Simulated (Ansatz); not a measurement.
An Ansatz (a first-principles code) input (r2SCAN (Ansatz; PAW; 500 eV plane waves; scalar-relativistic without spin-orbit coupling)):

Ansatz 0.2 input:
```yaml
crystal:
  lattice:
    - [3.6938794557, 0, 0]
    - [1.8469397279, 3.1989934472, 0]
    - [0, 0, 3.8108629462]
  atoms:
    - { symbol: Li, position: [0, 0, 0.5] }
    - { symbol: Li, position: [0.3333333333, 0.3333333333, 0] }
    - { symbol: Li, position: [0.6666666667, 0.6666666667, 0] }
    - { symbol: N, position: [0, 0, 0] }
basis: { ecutwfc: 500, ecutrho_ratio: 4, xc_grid: 4, fft_grid_basis: typed }
kpoints: { mp_grid: { grid: [11, 11, 9] } }
hamiltonian:
  xc: r2scan
  dispersion: none
  pseudopotentials: { kind: paw }
scf: { occupations: { method: fermi_dirac, width: 0.05 } }
relax: { f_tol: 0.005, max_steps: 50, cell: { stress_tol: 0.01, fix: [a, b, gamma] } }
output: { forces: true, stress: true }
checkpoint: { write: state.ck, write_every: 1000 }
```

Which symmetry and how many k-points will the program report, and about how many plane waves at Γ?

Space group P6/mmm (ITA 191) with 24 operations, k-points 80 of 1089, and 1153 plane waves at Γ.

And the final pressure?

-2.24 GPa (compression positive).

The cells carry an imposed strain or load. Stability against distortions was not tested. The cell was made from Li$_{3}$N (space group P6/mmm, No. 191) by this change: biaxial strain +2.33 %, plane normal [001], relaxed out of plane.
